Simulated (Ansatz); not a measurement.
# Ni: pressure against volume

Ni, Fm-3m, a = 3.479 Å. Ansatz: r2SCAN, PAW, 500 eV, Γ-centred 20×20×20 mesh on 1 atom, Gaussian smearing 0.10 eV; collinear spin, largest moment 0.8 μB. Symmetry fixes shape and atoms, so the cell is only scaled; pressure is positive in compression.

| V (Å³/atom) | P (GPa) |
| --- | --- |
| 9.893 | 15.42 |
| 10.208 | 7.06 |
| 10.524 | 0.01 |
| 10.840 | -5.96 |
| 11.155 | ? |

**Question.** Take V0 = 10.524 Å³/atom, count pressures from its P0 = 0.01 GPa, fit the third-order Birch–Murnaghan form to the other rows, and predict the missing pressure.

**Answer.** With the Eulerian strain f = ½[(V0/V)^(2/3) − 1] and y = (P − P0)/[3f(1 + 2f)^(5/2)], the form is the line y = B0 + 1.5 B0 (B0′ − 4) f. Rows (f, y): 0.02104, 220.2; 0.01027, 217.5; -0.00976, 214.2. Means f = 0.007183, y = 217.30; Σ(Δf)² = 0.0004886, ΣΔfΔy = 0.09333; the slope is their ratio. y = 215.9 + 191.0 f GPa, so B0 = 215.9 GPa and B0′ = 4 + 2 × (191.0)/(3 × 215.9) = 4.59. At V = 11.155, f = -0.01904, y = 212.26 and P = -10.99 GPa. The run gave -11.00 GPa, so the fit is 0.01 GPa too high, within the rms miss on the fitted rows (0.01 GPa). The form still works here, 33 % of the fitted range beyond its end.

The state reached may not be the lowest one.

Cost: 5 runs of about 2.7 core-minutes in all, on Arm Neoverse V1 (shared hosts).